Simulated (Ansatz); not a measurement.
Runs of Ansatz 0.2.0 on Mo. Symmetry: Im-3m, No. 229, cubic system. The conventional cell has a = 3.168 Å, b = 3.168 Å, c = 3.168 Å, α = 90.00°, β = 90.00°, γ = 90.00°. Mo (site symmetry m-3m) has 8 Mo at 2.74 Å as nearest neighbours. 

| task | level | k mesh | cutoff (eV) | smearing | basis error allowed | mesh quality | gap on the mesh (eV) | pressure (GPa) |
| --- | --- | --- | --- | --- | --- | --- | --- | --- |
| single point | PBE | 5 × 5 × 5 | 213 | fermi-dirac 0.06 eV | 0.004 eV/atom | coarse | none | -3.9 |
| single point | PBE | 12 × 12 × 12 | 249 | gaussian 0.02 eV | 0.001 eV/atom | not flagged | none | -1.9 |
| single point | PBE | 12 × 12 × 12 | 249 | gaussian 0.024 eV | 0.001 eV/atom | not flagged | none | -1.9 |
| single point | LDA | 12 × 12 × 12 | 248 | gaussian 0.02 eV | 0.001 eV/atom | not flagged | none | -14.2 |
| band structure | LDA | 12 × 12 × 12 | 248 | fermi-dirac 0.05 eV | 0.001 eV/atom | not flagged | - | (a) |

Alike in all rows: potentials or basis all-electron LAPW, scalar-relativistic; no spin polarisation; cell as given.

Task: Fill in the values left out.

Result: (a) -14.1.

Caveats: some runs use coarse meshes; the k mesh is thin for a metal, which can move the energy by tens of meV per atom (some runs).

A k mesh can miss the band edges, and the runs leave out spin-orbit coupling on Mo.

A gap of «none» marks a metal or a gap under the smearing width.

Not every run made on this cell is shown here.
